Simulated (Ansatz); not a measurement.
**Ti in Ansatz: convergence with basis error**

The system is Ti.

```
Ti
1.0
     0.00000    2.03000    2.03000
     2.03000    0.00000    2.03000
     2.03000    2.03000    0.00000
Ti
1
Direct
  0.00000 0.00000 0.00000
```

This isn't the form of Ti at room conditions, which is hcp.

- Program: Ansatz 0.2.0
- Task: convergence study
- Functional: PBEsol
- Potentials or basis: all-electron LAPW, scalar-relativistic
- Cutoff: 146 eV (chosen from the basis error)
- Basis error allowed: 0.03 eV/atom
- k mesh: 11 × 11 × 11
- Occupations: fermi-dirac, width 0.05 eV
- Spin: no spin polarisation

These are the settings of the first run; the series varies basis error, with any setting tied to it.

Hardware: 1 thread of Arm Neoverse V1, with other jobs on the host.

```tsv
basis error	energy less the tightest run, at zero smearing (meV/atom)	SCF cycles	CPU time (s)	peak memory (GiB)
0.03 eV/atom	2.04	6	1.6	0.19
0.01 eV/atom	0.63	6	2	0.2
0.003 eV/atom	0.16	6	2.4	0.21
0.001 eV/atom	0.06	6	2.9	0.22
0.0003 eV/atom	0.01	6	3.7	0.24
0.0001 eV/atom	0.00	6	4.5	0.26
```

Against the tightest run, the energy stays within 1 meV/atom from 0.01 eV/atom on. The tightest run that finished is the yardstick and may itself not be fully converged.
